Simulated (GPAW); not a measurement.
# MoS2 (P6_3/mmc) in GPAW: settings compared, part 3 of 3

GPAW 26.7.0. The steps go on from the part before.

### 4 Eps q, PBE+U

run.py

```python
import numpy as np
from ase import Atoms
from ase.dft.bandgap import bandgap
from ase.io import write
from gpaw import GPAW, PW, setup_paths
from gpaw.response.df import DielectricFunction

setup_paths.insert(0, '.')

atoms = Atoms(['Mo', 'Mo', 'S', 'S', 'S', 'S'],
              cell=[[3.169, 0.0, 0.0],
                    [-1.5845, 2.7444345046, 0.0],
                    [0.0, 0.0, 12.324]],
              scaled_positions=[[0.6666666667, 0.3333333333, 0.75],
                                [0.3333333333, 0.6666666667, 0.25],
                                [0.6666666667, 0.3333333333, 0.377],
                                [0.3333333333, 0.6666666667, 0.877],
                                [0.6666666667, 0.3333333333, 0.123],
                                [0.3333333333, 0.6666666667, 0.623]],
              pbc=True)

calc = GPAW(mode=PW(450),
            xc='PBE',
            kpts={'size': (8, 8, 2), 'gamma': True},
            occupations={'name': 'fermi-dirac', 'width': 0.001},
            setups={'Mo': ':d,6.0'},
            nbands=46,
            convergence={'density': 1e-06},
            maxiter=150,
            txt='gpaw.txt')
atoms.calc = calc
energy = atoms.get_potential_energy()
calc.write('gs.gpw')
write('result.traj', atoms)
print(f'Energy: {energy:.6f} eV')
print('Fermi level:', round(calc.get_fermi_level(), 4), 'eV')
print(f'Gap: {bandgap(calc)[0]:.4f} eV, direct: {bandgap(calc, direct=True)[0]:.4f} eV')

dense = calc.fixed_density(kpts={'size': (9, 9, 4), 'gamma': True},
                           nbands=80, convergence={'bands': 74, 'eigenstates': 1e-7},
                           update_fermi_level=True, txt='dense.txt')
dense.write('dense.gpw', mode='all')

df = DielectricFunction('dense.gpw', frequencies=np.array([0.0]), hilbert=False, eta=0.001,
                        ecut=80, nbands=74, txt='df.txt')
for q_c in [[0.1111111111, 0.1111111111, 0.0], [0.2222222222, 0.2222222222, 0.0], [0.3333333333, 0.3333333333, 0.0], [0.4444444444, 0.4444444444, 0.0], [0.6666666667, 0.6666666667, 0.0], [0.8888888889, 0.8888888889, 0.0]]:
    e0, e = df.get_dielectric_function(xc='RPA', q_c=q_c, filename=None)
    q = np.linalg.norm(2 * np.pi * np.array(q_c) @ atoms.cell.reciprocal())
    print(q_c, f'|q| = {q:.4f} 1/A: eps {e0[0].real:.4f} without, {e[0].real:.4f} with local fields')
```

Potentials or basis: PAW data sets generated in the run's folder for this functional, pw.

Command:

```console
$ gpaw-setup -f PBE Mo S
$ OMP_NUM_THREADS=1 python run.py
```

gpaw.txt:

```text
__  _  _
 | _ |_)|_||  |
 |__||  | ||/\| - 26.7.0

Input parameters:
  mode=PW(ecut=450.00000000000006),
  convergence={'density': 1e-06},
  kpts=MonkhorstPack(size=(8, 8, 2), gamma=True),
  maxiter=150,
  nbands=46,
  occupations=Occupations(name='fermi-dirac', width=0.001),
  setups={'Mo': ':d,6.0'},
  xc=XC(name='PBE')

Diagonalizing LCAO Hamiltonian
Converting LCAO to pw mode

        S

           Mo
        S

           S
        Mo

           S

Atoms  # Å, Bohr magnetons
|   | symbol |         x |        y |         z |    initial magnetic moments |
|---|--------|-----------|----------|-----------|-----------------------------|
| 0 |     Mo |  1.584500 | 0.914812 |  9.243000 | ( 0.0000,  0.0000,  0.0000) |
[... 180 lines left out ...]
|iter:  14| |  -29.388572 | -2.03 | -2.76 |
|iter:  15| |  -29.394962 | -3.59 | -2.78 |
|iter:  16| |  -29.395031c| -5.14 | -3.27 |
|iter:  17| |  -29.393641c| -3.77 | -3.42 |
|iter:  18| |  -29.395061c| -3.72 | -3.34 |
|iter:  19| |  -29.395171c| -5.28 | -3.73 |
|iter:  20| |  -29.395170c| -6.39 | -4.48 |
|iter:  21| |  -29.395172c| -6.29 | -4.65 |
|iter:  22| |  -29.395171c| -6.49 | -4.86 |
|iter:  23| |  -29.395173c| -7.01 | -4.86 |
|iter:  24| |  -29.395173c| -8.26c| -6.30c|

Converged in 24 steps
Energy contributions relative to reference atoms: (reference = -263698.628277)

Energy contributions:
  Kinetic:          18.131581
  Coulomb:         -25.288243
  Zero:             -0.564562
  External:          0.000000
  Xc:              -21.673949
  Entropy:          -0.000000
  Spinorbit:         0.000000
  ----------------------------
  Free energy:     -29.395173
  Extrapolated:    -29.395173

dipole moment: (0.000001, 0.000002, 0.000007)  # |e|*Ang

Fermi level: 7.895
Eigenvalues  # (at kpt = [0.000, 0.000, 0.000])
| band index |      eig [eV] | occ [0-2] |
|------------|---------------|-----------|
|          0 |       -53.475 |     2.000 |
|        ... |               |           |
|         18 |         5.350 |     2.000 |
|         19 |         5.395 |     2.000 |
|         20 |         6.437 |     2.000 |
|         21 |         6.437 |     2.000 |
|         22 |         6.491 |     2.000 |
|         23 |         6.491 |     2.000 |
[... 8 lines left out ...]
|         32 |        10.936 |     0.000 |
|         33 |        10.936 |     0.000 |
|        ... |               |           |
|         45 |        20.623 |     0.000 |

Gap: 0.930 eV
Transition (v -> c):
  (s=0, k=2, n=25, [0.12, 0.00, 0.00]) -> (s=0, k=12, n=26, [0.38, 0.38, 0.00])
Direct/indirect transitions are different
Direct gap: 1.315 eV
Transition at: (s=0, k=12, n=25, [0.38, 0.38, 0.00])
# Writing to gs.gpw (mode='')
```

stdout:

```text
Energy: -29.395173 eV
Fermi level: 7.8953 eV
Gap: 0.9297 eV, direct: 1.3149 eV
[0.1111111111, 0.1111111111, 0.0] |q| = 0.4406 1/A: eps 10.3124 without, 8.2690 with local fields
[0.2222222222, 0.2222222222, 0.0] |q| = 0.8812 1/A: eps 5.8479 without, 4.3581 with local fields
[0.3333333333, 0.3333333333, 0.0] |q| = 1.3218 1/A: eps 3.5520 without, 2.7293 with local fields
[0.4444444444, 0.4444444444, 0.0] |q| = 1.7624 1/A: eps 2.3580 without, 1.9518 with local fields
[0.6666666667, 0.6666666667, 0.0] |q| = 2.6436 1/A: eps 1.4340 without, 1.3442 with local fields
[0.8888888889, 0.8888888889, 0.0] |q| = 3.5248 1/A: eps 1.1631 without, 1.1395 with local fields
```

df.txt:

```text
FrequencyGridDescriptor(from 0.000 to 0.000 eV, 1 points)
FrequencyGridDescriptor(from 0.000 to 0.000 eV, 1 points)

Calculating chi0 body with:
    Ground state adapter containing:
    Number of spins: 1
    Number of kpoints: 324
    Number of irreducible kpoints: 43
    Number of completely occupied states: 26
    Number of partially occupied states: 26

    Linear response parametrization:
    q_c: [0.1111111111, 0.1111111111, 0.0]
    Number of frequency points: 1
    Planewave cutoff: 80.0
    Number of bands: 74
    Number of planewaves: 177
    Broadening (eta): 0.001

Integrating chi0 body.
[... 18 lines left out ...]
    Linear response parametrization:
    q_c: [0.2222222222, 0.2222222222, 0.0]
    Number of frequency points: 1
    Planewave cutoff: 80.0
    Number of bands: 74
    Number of planewaves: 166
    Broadening (eta): 0.001

Integrating chi0 body.

Symmetries of q_c:
    Direct symmetries (Uq -> q): 2
    Indirect symmetries (TUq -> q): 0
In total 2 allowed symmetries.

Integral kind: response function

Finished calculating chi0

[... 3 further blocks of this kind ...]
Calculating chi0 body with:
    Ground state adapter containing:
    Number of spins: 1
    Number of kpoints: 324
    Number of irreducible kpoints: 43
    Number of completely occupied states: 26
    Number of partially occupied states: 26

    Linear response parametrization:
    q_c: [0.8888888889, 0.8888888889, 0.0]
    Number of frequency points: 1
    Planewave cutoff: 80.0
    Number of bands: 74
    Number of planewaves: 177
    Broadening (eta): 0.001

Integrating chi0 body.

Symmetries of q_c:
    Direct symmetries (Uq -> q): 2
    Indirect symmetries (TUq -> q): 0
In total 2 allowed symmetries.

Integral kind: response function

Finished calculating chi0
```

It took 7.8 min on 1 thread of Arm Neoverse V2, shared host; peak memory 0.53 GiB.

Results:

```yaml
Free_energy: -29.3952 eV
Band_gap_on_the_k_mesh: 0.93 eV, indirect (least direct gap 1.31 eV)
```

Caveat: response on these states lacks terms of the Hamiltonian; an odd mesh through Γ misses points on the zone boundary, where band edges often lie; this functional lacks dispersion, which binds the layers, so the pressure and a relaxed spacing across them are unreliable.

### 5 Summary

| task | level | potentials or basis | spin | U | k mesh | cutoff (eV) | smearing | band path | band points | spin axis theta (degrees) | spin axis phi (degrees) | soc after scf | gap on the mesh (eV) | pressure (GPa) | largest force (eV/Å) |
| --- | --- | --- | --- | --- | --- | --- | --- | --- | --- | --- | --- | --- | --- | --- | --- |
| band structure | PBE | GPAW PAW data sets (gpaw-data 1.2.1), pw | off | - | 10 × 10 × 3 | 600 | fermi-dirac 0.05 eV | GMKGALHA,LM,KH | 60 | - | - | - | 0.92 | 1.9 | 0.06 |
| band structure | PBE | GPAW PAW data sets (gpaw-data 1.2.1), pw | SOC, no magnetisation | - | 7 × 7 × 3 | 600 | fermi-dirac 0.05 eV | GMKGALHA,LM,KH | 80 | 90 | 45 | second variation | 0.98 | 1.9 | 0.06 |
| eps q | PBE+U | PAW data sets generated in the run's folder for this functional, pw | off | Mo d U = 6 eV | 8 × 8 × 2 | 450 | fermi-dirac 0.001 eV | - | - | - | - | - | 0.93 | - | - |

Alike in all rows: cell as given.

Caveats: this functional lacks dispersion, which binds the layers, so the pressure and a relaxed spacing across them are unreliable; spin-orbit coupling was added after a scalar SCF, so levels and gaps hold it while energy, forces, pressure and moments don't (some runs); this program's spin-orbit splittings come out too wide for heavy elements (some runs); the mesh misses the band edges, which the band path finds closer together (some runs); response on these states lacks terms of the Hamiltonian (some runs); an odd mesh through Γ misses points on the zone boundary, where band edges often lie (some runs).

Total energies depend on the potentials used, so only differences within one code and one set of settings carry meaning.

### 6 Against experiment

Step 2. Against the measured gap of MoS2, 1.3 eV (indirect; 300 K; “Multiwavelength excitation Raman Scattering Analysis of bulk and 2 dimensional MoS2: Vibrational properties of atomically thin MoS2 layers”, 2015, arxiv:1506.03228), the calculated 0.87 eV is off by -0.43 eV. Spin-orbit coupling on Mo is left out. The value is that of PBE, without temperature or zero-point motion. Semilocal functionals fall short of measured gaps as a rule.

Step 3. Against the measured gap of MoS2, 1.3 eV (indirect; 300 K; “Multiwavelength excitation Raman Scattering Analysis of bulk and 2 dimensional MoS2: Vibrational properties of atomically thin MoS2 layers”, 2015, arxiv:1506.03228), the calculated 0.88 eV is off by -0.42 eV. The value is that of PBE, without temperature or zero-point motion. Semilocal functionals fall short of measured gaps as a rule.

Step 4. Measured gap of MoS2: 1.3 eV (indirect; 300 K; “Multiwavelength excitation Raman Scattering Analysis of bulk and 2 dimensional MoS2: Vibrational properties of atomically thin MoS2 layers”, 2015, arxiv:1506.03228). This calculation gives 0.93 eV (-0.37 eV). Spin-orbit coupling on Mo is left out. The value is that of PBE+U on a finite k mesh, which can miss the band edges, without temperature or zero-point motion.
